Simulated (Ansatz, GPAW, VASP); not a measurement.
**C: programs and potentials compared**

```
C
1.0
     0.00000    1.78337    1.78337
     1.78337    0.00000    1.78337
     1.78337    1.78337    0.00000
C
2
Direct
  0.75000 0.75000 0.75000
  0.50000 0.50000 0.50000
```

Alike in all runs: task single point; functional PBE; k mesh 13 × 13 × 13; occupations gaussian, width 0.025 eV; no spin polarisation; no spin-orbit coupling. Pressure is positive in compression and, in plane waves, holds the error of the finite cutoff.

```json
{"program and potentials": "GPAW, GPAW PAW data sets (gpaw-data 1.2.1)", "plane-wave cutoff (eV)": "800", "notes": "-", "pressure (GPa)": "1.42"}
{"program and potentials": "Ansatz, all-electron LAPW, scalar-relativistic", "plane-wave cutoff (eV)": "-", "notes": "-", "pressure (GPa)": "1.75"}
{"program and potentials": "VASP, PBE PAW files C, 520 eV", "plane-wave cutoff (eV)": "520", "notes": "-", "pressure (GPa)": "2.46"}
```

The pressure spans 1.42 (GPAW, GPAW PAW data sets (gpaw-data 1.2.1)) to 2.46 GPa (VASP, PBE PAW files C, 520 eV), with all-electron results at 1.75.

The functional is the same throughout but for its coding, so the spread measures potentials, basis and numerics; runs on potential files found faulty are left out.

All three calculations place diamond under slight compression in this cell, so its PBE equilibrium volume is probably a little larger than the one used. This fits the functional's usual mild overestimate of covalent bond lengths. The two plane-wave results bracket the all-electron value of 1.75 GPa, with GPAW the closer at 1.42 GPa and VASP above it at 2.46 GPa.

Diamond's short, directional sp³ bonds form a rigid three-dimensional network with a very large bulk modulus, so even a minute mismatch in lattice constant appears as a pressure of this order. The disagreement between programs therefore corresponds to only a very small difference in equilibrium bond length, and the agreement is closer than the relative scatter in pressure suggests. An incomplete plane-wave basis normally lowers the computed pressure, because expanding the cell at a fixed number of waves worsens the basis; the higher VASP value thus points more towards the potential than the cutoff. A single volume doesn't establish whether the programs also differ in bulk modulus.
